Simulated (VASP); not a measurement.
Input of a VASP 6.6.1 run:

The input INCAR:

```
SYSTEM = Ge
  PREC = Accurate
  ENCUT = 600
  EDIFF = 1E-7
  ISMEAR = 0
  SIGMA = 0.03
  LREAL = .FALSE.
  LASPH = .TRUE.
  NELM = 80
  ALGO = Normal
  ISIF = 3
  LWAVE = .FALSE.
  LCHARG = .FALSE.
  GGA = PE
  IVDW = 12
  IBRION = 2
  NSW = 90
  EDIFFG = -0.005
```

The input KPOINTS:

```
Automatic mesh
0
G
  10 10 10
  0 0 0
```

Contents of POSCAR:

```
Ge                                      
1.0
    0.0000000000      2.8495099883      2.8495099883
    2.8495099883      0.0000000000      2.8495099883
    2.8495099883      2.8495099883      0.0000000000
  Ge            
     2
Direct
     0.0000000000000000    0.0000000000000000    0.0000000000000000
     0.2500000000000000    0.2500000000000000    0.2500000000000000
```

Potentials or basis: VASP PAW PBE potentials, release 64 (Ge_d).

Launch:

```bash
$ cat potpaw_PBE.64/Ge_d/POTCAR > POTCAR
$ mpirun -np 1 vasp_std > vasp.out
```

(1) Predict the space group after relaxing (to 0.05 Å).

(2) What does it give for the relaxed cell?

(3) Estimate the band gap on the k mesh.

(4) Estimate the relaxed volume.

Results:

(1) Fd-3m (No. 227).

(2) a = 4.029 Å, b = 4.029 Å, c = 4.029 Å, α = 60.00°, β = 60.00°, γ = 60.00°.

(3) none (metal or under the smearing width).

(4) 23.13 Å³/atom.

Caveat: pairwise dispersion overbinds metals, which lowers pressure and volume; this crystal is a semiconductor, whose small gap the functional closes, so the metal is an error of the method.
